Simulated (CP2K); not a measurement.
HfO2:

```
Hf O
1.0
     3.61685    0.00000    0.00000
     1.80843    3.13229    0.00000
     1.80843    1.04410    2.95315
Hf O
1 2
Cartesian
  0.0000 0.0000 0.0000
  5.4253 3.1323 2.2149
  1.8084 1.0441 0.7383
```

Measurements of this composition are mostly on another form, of space group No. 14.

Base run:

| Quantity | Value |
| --- | --- |
| Program | CP2K 2026.2 |
| Functional | PBE |
| Potentials or basis | GTH_POTENTIALS Hf GTH-PBE-q12, O GTH-PBE-q6; DZVP-MOLOPT-SR-GTH basis |
| Density cutoff | 8163 eV |
| k mesh | 7 × 7 × 7 |
| Occupations | fermi-dirac, width 0.05 eV |
| Spin | no spin polarisation |

Its results: band gap on the k mesh 3.97 eV, indirect (least direct gap 4.28 eV).

Question: The run is repeated on the same cell with these changes: hubbard terms from none to Hf d U = 2.0 eV. What comes out?

Answer: Band gap on the k mesh 4.52 eV, indirect (least direct gap 4.79 eV).

The U term pushes filled and empty states of the shell apart.

Caveats: spin-orbit coupling is left out, which moves the levels of the heavy elements; an odd mesh through Γ misses points on the zone boundary, where band edges often lie; the basis of atomic orbitals isn't converged, which shifts pressures, moduli and gaps; this program's U acts on Mulliken populations of all basis functions of the shell, so it isn't the U of plane-wave codes (some runs); energies scatter by some meV and the pressure isn't listed (some runs).
